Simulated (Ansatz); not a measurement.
input.yaml

```yaml
crystal:
  lattice:
    - [4.3439199224, 0.0, 0.0]
    - [-2.1719599613, 3.7619450048, 0.0]
    - [0.0, 0.0, 6.9997335]
  atoms:
    - { symbol: Sr, position: [0.3333333333, 0.6666666667, 0.25] }
    - { symbol: Sr, position: [0.6666666667, 0.3333333333, 0.75] }
basis:
  ecutwfc: 420
kpoints:
  mp_grid: { grid: [12, 12, 6] }
hamiltonian:
  xc: pbe
scf:
  occupations: { method: gaussian, width: 0.1 }
output:
  forces: true
  stress: true
  eigenvalues: true
```

Command:
```bash
ansatz run input.yaml --threads 1 --pin off --max-ram 1331MiB --backend cpu --events-out ev --progress --plain --runs-dir out
```

All numbers below come from Ansatz, DFT PBE, scalar-relativistic, plane waves, PAW.

Part of what the program printed, abridged:

```
Pseudopotentials: kind: paw
Pseudopotential: Sr, paw, valence charge 10, recommended cutoff 420 eV (normal)
Functional definition: PBE
Crystal: 2 atoms, lattice volume = 114.387 Å³
Basis set: ecut = 420 eV, 2273 PW (Γ), exchange–correlation on 60×60×96 points (8 copies of the dense FFT grid, shifted against one another)
Bands: 14, of which v1, the nominal top of the filled ones, is band 10 counted from 1 (9 counted from 0)
Symmetry: 24 space group operations
Space group: P63/mmc (ITA 194), of the structure as read, at distance tolerance 4.9e-5 Å
k-points: 76 of 864
Initial density: superposition of atomic densities (neutral atoms: chi_scale 0, normalization atom), corrected by the library's trained network
Initial wavefunctions: pseudopotential atomic-orbital guess
Functional: x = pbe(κ = 0.804, μ = 0.21951497), c = pbe(β = 0.06672455)
SCF iter   1: F=—  HF=-7088.436208 eV  |F-HF|=—  |Δ(HF+E_count)|=         —  Δρ=1.62e-3  dr2=7.72e-3  ethr=1.77e-3  ⟨swp⟩=9.0  Hψ=7994  notcnv=0
SCF iter   2: F=—  HF=-7088.436514 eV  |F-HF|=—  |Δ(HF+E_count)|=   3.07e-4  Δρ=1.15e-3  dr2=4.31e-3  ethr=3.86e-5  ⟨swp⟩=2.2  Hψ=2113  notcnv=0
SCF iter   3: F=—  HF=-7088.435866 eV  |F-HF|=—  |Δ(HF+E_count)|=   6.49e-4  Δρ=3.64e-4  dr2=4.10e-4  ethr=2.16e-5  ⟨swp⟩=1.0  Hψ=1064  notcnv=0
SCF iter   4: F=—  HF=-7088.435791 eV  |F-HF|=—  |Δ(HF+E_count)|=   7.43e-5  Δρ=1.13e-4  dr2=6.48e-6  ethr=2.05e-6  ⟨swp⟩=1.6  Hψ=1132  notcnv=0
SCF iter   5: F=—  HF=-7088.435784 eV  |F-HF|=—  |Δ(HF+E_count)|=   7.54e-6  Δρ=1.31e-5  dr2=3.40e-7  ethr=3.24e-8  ⟨swp⟩=2.5  Hψ=1842  notcnv=0
SCF iter   6: F=-7088.435784 eV  HF=-7088.435784 eV  |F-HF|=6.81e-9  |Δ(HF+E_count)|=   6.01e-8  Δρ=4.83e-6  dr2=3.34e-8  ethr=5.00e-10  ⟨swp⟩=7.2  Hψ=6037  notcnv=0
SCF 1 converged in 6 iterations: F = -7088.435784 eV  dr2 = 3.34e-8
SCF converged after 6 iterations
Free energy (F): -7088.435784 eV
Harris-Foulkes:  -7088.435784 eV  (|F-HF|=6.81e-9)
Internal energy: -7088.423840 eV  (E = F + TS)
E sigma→0 (E₀):  -7088.429812 eV
Entropy (-TS):   -0.011944 eV (-5.972 meV/atom)
Fermi energy:    4.841616 eV
--- Per-component energies (eV) ---
  E_band       = -278.960579
  E_kinetic    = 482.189883
  E_local      = -1563.385496  (includes V_loc(G=0)·N_el)
  E_nonlocal   = 405.729992
  E_hartree    = 398.005501
  E_xc         = -342.141955
  E_vxc        = -318.070321  (∫ρ·V_xc dr)
  E_paw        = -5389.430222  (= ΣΔE_a)
  E_vpaw       = -81.439662  (= ΣTr[D̂ρ^β])
  E_aug_tail   = -0.000002  (compensation charges beyond the density's cutoff)
  E_ewald      = -1079.391540
  E_smearing   = -0.011944  (= −TS)
--- Forces (eV/Å), atoms counted from 1 ---
  atom   1  Sr     0.00000000     0.00000000     0.00000000
  atom   2  Sr     0.00000000     0.00000000     0.00000000
--- Stress (GPa, compression-positive) ---
       -0.485023       0.000000       0.000000
        0.000000      -0.485023       0.000000
        0.000000       0.000000      -0.122735
  P = ⅓ Tr σ = -0.3643 GPa (-3.643 kbar)
--- Band table (eV; the first three rows and the last of 76) ---
  k-point 0: bands = ["-31.8558", "-31.8436", "-13.9245", "-13.7784", "-13.7784", "-13.7529", "-13.7529", "-13.7483", "1.2172", "3.7368", "4.8674", "7.0563", "7.0563", "7.1445"]
  k-point 1: bands = ["-31.8550", "-31.8444", "-13.9130", "-13.7767", "-13.7767", "-13.7604", "-13.7546", "-13.7546", "1.3271", "3.3937", "5.1337", "6.9969", "7.0153", "7.0153"]
  k-point 2: bands = ["-31.8528", "-31.8466", "-13.8814", "-13.7933", "-13.7720", "-13.7720", "-13.7593", "-13.7593", "1.6471", "2.7647", "5.6049", "6.6114", "6.9835", "6.9835"]
  k-point 75: bands = ["-31.8416", "-31.8416", "-13.8890", "-13.8890", "-13.8515", "-13.8515", "-13.7812", "-13.7812", "4.9287", "4.9287", "5.0407", "5.0407", "5.2012", "5.2012"]
```

Self-consistency was reached.